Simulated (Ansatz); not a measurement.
# SiNi3: the cost of one run

Method: DFT PBEsol, scalar-relativistic, plane waves, PAW, in Ansatz 0.2.0.

3 further runs of the same task are left out: 3 set aside as unsound or not needed.

### Step 1. The structure to begin with

It takes space group Pm-3m (No. 221, cubic). Conventional cell: a = 3.461 Å, b = 3.461 Å, c = 3.461 Å, α = 90.00°, β = 90.00°, γ = 90.00°. Si (site symmetry m-3m) is surrounded by 12 Ni at 2.45 Å. Ni (site symmetry 4/mmm) is surrounded by 4 Si at 2.45 Å and 8 Ni at 2.45 Å.

As a file:

```xyz
4
Lattice="3.4612 0.0000 0.0000 0.0000 3.4612 0.0000 0.0000 0.0000 3.4612" Properties=species:S:1:pos:R:3 pbc="T T T"
Si    0.0000    0.0000    0.0000
Ni    0.0000    1.7306    1.7306
Ni    1.7306    0.0000    1.7306
Ni    1.7306    1.7306    0.0000
```

This cell was relaxed beforehand with the same method: volume 10.37 Å³/atom, gap on the mesh none (metal).

### Step 2. The unstrained reference

input.yaml reads:

```yaml
crystal:
  lattice:
    - [3.4612457579, 0.0, 0.0]
    - [0.0, 3.4612457579, 0.0]
    - [0.0, 0.0, 3.4612457579]
  atoms:
    - { symbol: Si, position: [0.0, 0.0, 0.0] }
    - { symbol: Ni, position: [0.0, 0.5, 0.5] }
    - { symbol: Ni, position: [0.5, 0.0, 0.5] }
    - { symbol: Ni, position: [0.5, 0.5, 0.0] }
basis:
  ecutwfc: 420
kpoints:
  mp_grid: { grid: [16, 16, 16] }
hamiltonian:
  xc: pbesol
scf:
  occupations: { method: gaussian, width: 0.1 }
output:
  forces: true
  stress: true
  eigenvalues: true
```

Command:

```sh
ansatz run input.yaml --threads 1 --pin off --max-ram 2560MiB --backend cpu --events-out ev --progress --plain --runs-dir out
```

**Question.** How long does this run take on 1 thread of Arm Neoverse V1, shared host, and how much memory does it need?

About 12 s, with a peak of 0.44 GiB.
